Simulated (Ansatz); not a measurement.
# LiCl: the cost of one run

Method: DFT PBE, scalar-relativistic, plane waves, PAW, unless a step names another level, in Ansatz 0.2.0.

1 further run of the same task is left out (set aside as unsound or not needed).

**1. The starting structure**

It takes space group Fm-3m (No. 225, cubic). The conventional cell has a = 5.149 Å, b = 5.149 Å, c = 5.149 Å, α = 90.00°, β = 90.00°, γ = 90.00°. Li (site symmetry m-3m) is surrounded by 6 Cl at 2.57 Å. Cl (site symmetry m-3m) is surrounded by 6 Li at 2.57 Å.

As a file:

```xyz
2
Lattice="0.0000 2.5745 2.5745 2.5745 0.0000 2.5745 2.5745 2.5745 0.0000" Properties=species:S:1:pos:R:3 pbc="T T T"
Li    2.5745    2.5745    2.5745
Cl    0.0000    0.0000    0.0000
```

It is the end of an earlier relaxation with the same method, from a generated guess; it is a trial structure. At a tolerance of 0.02 Å it has space group Fm-3m (No. 225); it has 17.06 Å³/atom, an uncorrected energy of -1.85 eV/atom over the elements and, on its mesh, gap 6.26 eV.

**2. Band edges anywhere in the zone**

The input, input.yaml:

```yaml
crystal:
  lattice:
    - [0.0, 2.5744533106, 2.5744533106]
    - [2.5744533106, 0.0, 2.5744533106]
    - [2.5744533106, 2.5744533106, 0.0]
  atoms:
    - { symbol: Li, position: [0.5, 0.5, 0.5] }
    - { symbol: Cl, position: [0.0, 0.0, 0.0] }
basis:
  ecutwfc: 420
kpoints:
  mp_grid: { grid: [8, 8, 8] }
  band_path: { path: [VBM, CBM], npoints: 2 }
hamiltonian:
  xc: pbe
scf:
  occupations: { method: gaussian, width: 0.02 }
output:
  forces: false
  stress: false
  eigenvalues: true
checkpoint:
  read: start.run
  write: ck
  compress: false
  write_wavefunctions: false
  write_every: 100000
```

Started as:

```console
$ ansatz run input.yaml --threads 1 --pin off --max-ram 2560MiB --backend cpu --events-out ev --progress --plain --runs-dir out
```

What time and memory should one allow on 1 thread of Arm Neoverse V2, shared host?

About 1.1 s, with a peak of 0.24 GiB.
